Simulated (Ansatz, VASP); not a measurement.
# Cross-check of GaSb between VASP and Ansatz, part 2 of 2

Wanted: the spread between two codes on one cell, functional and k mesh. The cell is taken from a series of runs on this material, whose earlier steps may have relaxed, scaled, displaced or heated it; both programs get it as it stands.

VASP 6.6.1 and Ansatz 0.2.0.

So far: Starting point; VASP: zone-centre phonons, PBEsol.

## Step 3: Ansatz: zone-centre phonons, PBEsol

Level of this step: Ansatz beside VASP: Kohn-Sham DFT, plane waves, PBEsol (Ansatz).

Ansatz runs on its PAW soft_1 files.

The same cell, functional, mesh and smearing now go to Ansatz, which takes its cutoff from its data sets.

input.yaml reads:

```yaml
crystal:
  lattice:
    - [-0.0606885391, 3.056195141, 3.056195141]
    - [3.056195141, -0.0606885391, 3.056195141]
    - [3.056195141, 3.056195141, -0.0606885391]
  atoms:
    - { symbol: Ga, position: [0.0014758445, 0.0014758445, 0.0014758445] }
    - { symbol: Sb, position: [0.7485241555, 0.7485241555, 0.7485241555] }
kpoints:
  mp_grid: { grid: [12, 12, 12] }
hamiltonian:
  xc: pbesol
  pseudopotentials: { kind: paw, azcp: { folder: soft_1 }, xc_functional: pbe }
scf:
  occupations: { method: methfessel_paxton, width: 0.2 }
output:
  eigenvalues: true
phonons:
  method: dfpt
```

Started as:

```bash
$ ansatz run input.yaml --threads 4 --pin off --max-ram 10240MiB --backend cpu --events-out ev --progress --plain --runs-dir out
```

Numbers of over 12 decimals in the logs are rounded to 6 here.

What it wrote:

```text
Engine: ansatz 0.2.0, aarch64-unknown-linux-gnu
Pseudopotentials: kind: paw
Pseudopotential: Ga, paw, valence charge 13, recommended cutoff 420 eV (normal), soft_1/Ga.paw.azcp
Pseudopotential: Sb, paw, valence charge 15, recommended cutoff 420 eV (normal), soft_1/Sb.paw.azcp
Functional definition: PBEsol
  exchange = pbesol_x
  correlation = pbesol_c
Crystal: 2 atoms, lattice volume = 58.792 Å³
Basis set: ecut = 420 eV, 1163 PW (Γ), exchange–correlation on 60×60×60 points (8 copies of the dense FFT grid, shifted against one another)
Bands: 18, of which v1, the nominal top of the filled ones, is band 14 counted from 1 (13 counted from 0)
Symmetry: 6 space group operations
k-points: 476 of 1728 (irreducible under 2 space group operations, time reversal used)
Non-local potential: Ga, projectors of the file, l = 0: 2, l = 1: 2, l = 2: 3, l = 3: 1
Non-local potential: Sb, projectors of the file, l = 0: 2, l = 1: 2, l = 2: 2, l = 3: 1
PAW form: soft (Blöchl's): semilocal exchange-correlation on the pseudo side does not see the compensation charge
PAW frozen core: Ga, regenerated for the run's functional, and the local potential with it (the file was generated under x = pbe(κ = 0.804, μ = 0.219515), c = pbe(β = 0.066725))
PAW frozen core: Sb, regenerated for the run's functional, and the local potential with it (the file was generated under x = pbe(κ = 0.804, μ = 0.219515), c = pbe(β = 0.066725))
PAW one-centre angular grid: Ga, 590 points (default); XC on 64 Gauss nodes
PAW one-centre angular grid: Sb, 590 points (default); XC on 64 Gauss nodes
Initial density: superposition of atomic densities (chi_scale 0.1, normalization cell, long waves kept (reshape's long-wave potential 0.00 eV rms))
Initial wavefunctions: pseudopotential atomic-orbital guess
Functional: x = pbesol(κ = 0.804, μ = 0.123457), c = pbesol(β = 0.046)
SCF iter   1: F=—  HF=-10151.684862 eV  |F-HF|=—  |Δ(HF+E_count)|=         —  Δρ=3.09e-2  dr2=4.00e-1  ethr=3.10e-3  ⟨swp⟩=5.6  Hψ=43518  notcnv=0
preconditioner: auto → Kerker (q_TF=auto, 2.411 Å⁻¹)  [metal: Δε(μ)=0.085 eV  Ē_g=14.603 eV  σ=0.200 eV  W_gap=0.34  n_scr=14 (ndim 8)  ℏωp=20.5 eV  f_vac=0.010  D(μ)=0.05/eV (n_scr^D=0)]
SCF iter   2: F=—  HF=-10151.639144 eV  |F-HF|=—  |Δ(HF+E_count)|=   4.57e-2  S|Δr|=    0.00e0  Δρ=1.91e-2  dr2=1.82e-1  ethr=1.43e-3  ⟨swp⟩=1.0  Hψ=12376  notcnv=0
SCF iter   3: F=—  HF=-10151.599315 eV  |F-HF|=—  |Δ(HF+E_count)|=   3.98e-2  S|Δr|=    0.00e0  Δρ=3.10e-3  dr2=1.41e-2  ethr=6.48e-4  ⟨swp⟩=1.1  Hψ=8618  notcnv=0
SCF iter   4: F=—  HF=-10151.599958 eV  |F-HF|=—  |Δ(HF+E_count)|=   6.42e-4  S|Δr|=    0.00e0  Δρ=1.71e-3  dr2=2.70e-3  ethr=5.03e-5  ⟨swp⟩=2.2  Hψ=10865  notcnv=0
SCF iter   5: F=—  HF=-10151.600960 eV  |F-HF|=—  |Δ(HF+E_count)|=   1.00e-3  S|Δr|=    0.00e0  Δρ=9.38e-4  dr2=4.40e-4  ethr=9.63e-6  ⟨swp⟩=2.0  Hψ=12854  notcnv=0
SCF iter   6: F=—  HF=-10151.600762 eV  |F-HF|=—  |Δ(HF+E_count)|=   1.98e-4  S|Δr|=    0.00e0  Δρ=2.48e-4  dr2=3.40e-5  ethr=1.57e-6  ⟨swp⟩=2.0  Hψ=12854  notcnv=0
SCF iter   7: F=—  HF=-10151.600823 eV  |F-HF|=—  |Δ(HF+E_count)|=   6.08e-5  S|Δr|=    0.00e0  Δρ=9.19e-5  dr2=3.70e-6  ethr=1.21e-7  ⟨swp⟩=2.0  Hψ=12863  notcnv=0
SCF iter   8: F=—  HF=-10151.600831 eV  |F-HF|=—  |Δ(HF+E_count)|=   7.78e-6  S|Δr|=    0.00e0  Δρ=1.82e-5  dr2=1.57e-7  ethr=1.32e-8  ⟨swp⟩=2.0  Hψ=10483  notcnv=0
SCF iter   9: F=—  HF=-10151.600832 eV  |F-HF|=—  |Δ(HF+E_count)|=   1.37e-6  S|Δr|=    0.00e0  Δρ=7.20e-6  dr2=5.06e-8  ethr=5.61e-10  ⟨swp⟩=2.0  Hψ=12832  notcnv=0
SCF iter  10: F=—  HF=-10151.600832 eV  |F-HF|=—  |Δ(HF+E_count)|=   8.09e-8  S|Δr|=    0.00e0  Δρ=2.70e-6  dr2=7.70e-9  ethr=1.81e-10  ⟨swp⟩=2.0  Hψ=10438  notcnv=0
SCF iter  11: F=—  HF=-10151.600832 eV  |F-HF|=—  |Δ(HF+E_count)|=   5.82e-9  S|Δr|=    0.00e0  Δρ=1.00e-6  dr2=1.05e-9  ethr=2.75e-11  ⟨swp⟩=2.0  Hψ=10226  notcnv=0
SCF iter  12: F=—  HF=-10151.600832 eV  |F-HF|=—  |Δ(HF+E_count)|=   1.10e-9  S|Δr|=    0.00e0  Δρ=1.84e-7  dr2=2.36e-11  ethr=3.76e-12  ⟨swp⟩=2.0  Hψ=10486  notcnv=0
SCF iter  13: F=-10151.600832 eV  HF=-10151.600832 eV  |F-HF|=3.64e-12  |Δ(HF+E_count)|=  3.27e-11  S|Δr|=    0.00e0  Δρ=6.34e-8  dr2=4.25e-12  ethr=1.00e-12  ⟨swp⟩=6.0  Hψ=41024  notcnv=0
SCF 1 converged in 13 iterations: F = -10151.600832 eV  dr2 = 4.25e-12
  greatest PAW one-centre occupation: 0.996 electrons in one spin orbital (limit 2), on the Sb atom at site 1 (counted from 0), in its partial waves of l = 2
DFPT response loops at Γ: preconditioner auto → Kerker (q_TF=auto, 2.411 Å⁻¹) (partly filled bands, converged f_vac=0.082); β = 1.00, the filter's whole step (`scf.mixing.beta` (0.50) is not read by the response loops under this deck's `scf.mixing.preconditioner`; to damp them name `kerker` or `kerker_dos`, under which they read `scf.mixing.beta`, and type it under 1.00, their step now; both keys bind the ground state too); Broyden in place of MSR1
SCF converged after 13 iterations
Stability not checked: this state was not tested for a lower state beside it, because cold or Methfessel-Paxton smearing, or corrected tetrahedra, fill the levels in a way that the test cannot read (fill_not_monotonic; see scf.lower_state_search)
Free energy (F): -10151.600832 eV
Harris-Foulkes:  -10151.600832 eV  (|F-HF|=3.64e-12)
Internal energy: -10151.601142 eV  (E = F + TS)
E sigma→0 (E₀):  -10151.600910 eV
Entropy (-TS):   0.000309 eV (0.155 meV/atom)
Fermi energy:    7.388555 eV
Step filling:    the computed levels leave a gap of 0.0474 eV = 0.2 smearing widths at the electron count; against every level under it full and every level over it empty, smearing changes F+E_penalty+E_count by +0.075 meV and its σ→0 estimate by -2.11e-3 meV
--- Per-component energies (eV) ---
  E_band       = -269.400050
  E_kinetic    = 274.942333
  E_local      = -3416.429909  (includes V_loc(G=0)·N_el)
  E_nonlocal   = 299.377909
  E_hartree    = 1741.824506
  E_xc         = -160.033450
  E_vxc        = -145.607538  (∫ρ·V_xc dr)
  E_paw        = -6420.421861  (= ΣΔE_a)
  E_vpaw       = -765.331757  (= ΣTr[D̂ρ^β])
  E_aug_tail   = -0.000074  (compensation charges beyond the density's cutoff)
  E_ewald      = -2472.055429
  E_core_change = 1.194834  (= ΣΔE_core)
  E_smearing   = 0.000309  (= −TS)
  E_closure    = 0.000000  (closes the sum)
  Σ components = -10151.600832   (vs F -10151.600832, Δ=0.00e0)
--- Band table (eV; the first three rows and the last of 476) ---
  k-point 0: bands = [... 10 lower, -3.9874, 7.0896, 7.2642, 7.2642, 7.4916, 10.0334, 10.0334, 10.2987]
  k-point 1: bands = [... 10 lower, -3.9193, 5.9053, 7.1538, 7.3286, 8.0982, 10.1947, 10.2710, 10.4440]
  k-point 2: bands = [... 10 lower, -3.7193, 4.5614, 6.9018, 7.0569, 8.2718, 10.5598, 10.7202, 11.1762]
  k-point 475: bands = [... 10 lower, -2.3211, 1.1201, 6.0945, 6.0945, 7.3760, 10.9514, 10.9514, 13.5350]
--- Phonons (Γ-DFPT): 2 representative perturbations + reference, on 476 of 1728 k-points (Σ response iterations 6) ---
  k mesh reduced under 2 symmetry operations, with k and −k counted as one. Each operation leaves every solved perturbation unchanged. A smaller set is not used because it would not reduce the number of displacements times k-points to solve
  ASR residual: 3.945e-5 → 0.000e0 eV/Å²; symmetrization residual: 1.337e-6 eV/Å²
  ASR residual per site (eV/Å²): 3.28e-5 3.94e-5
  Γ frequencies (cm⁻¹): 0.00 0.00 0.00 208.16 208.16 212.52
  non-analytic LO–TO correction: not included (Born effective charges unavailable; polar crystals: no LO–TO splitting at Γ)
```

## Step 4: Side by side

Known differences besides the potentials themselves: the data sets hold 28 valence electrons in Ansatz (on its PAW soft_1 files) and 18 in VASP; the cutoff is 420 eV in Ansatz and 500 eV in VASP; Ansatz makes its cores anew for this functional, VASP keeps those of its PBE data sets. Total energies have different zeros and are not compared.

The two programs side by side:

```
                  quantity  Ansatz   VASP  difference
optical mode 1 to 2 (cm⁻¹)   208.2  209.6     -0.69 %
     optical mode 3 (cm⁻¹)   212.5  213.7     -0.56 %
```

Modes are paired by rising frequency, not by their patterns, so a pair may set unlike modes beside each other; they are those without the splitting of longitudinal modes.

## Step 5: Results

```
r.m.s. difference of the optical zone-centre modes, each program's sorted by frequency (zone-centre phonons, PBEsol) : 1.4 cm⁻¹
difference in optical mode 1 to 2 (zone-centre phonons, PBEsol)                                                      : -0.7 %
```

**Reading.** The r.m.s. difference of the optical zone-centre modes, each program's sorted by frequency is 1.4 cm⁻¹ (zone-centre phonons, PBEsol). The data sets hold unlike numbers of valence electrons (28 in Ansatz and 18 in VASP), so part of the differences comes from the potentials. Among the rows given in per cent, the largest difference of the zone-centre phonons, PBEsol pair is in optical mode 1 to 2, -0.7 %. Such differences can come from data sets, numerical settings and the points named under the comparisons, not from the functional's error against experiment.

[Lines on the potential files, build, host, timing and source positions are cut from VASP's logs without a mark.]

[Logs are printed without paths, hosts, clocks, repeated set-up lines and the standing remarks that a program may print on its own settings, such as how far it seeks lower states.]

[Hosts, paths, dates, database ids (printed as entryN), source tags and the programs' standing remarks are cut or masked in the printed files.]
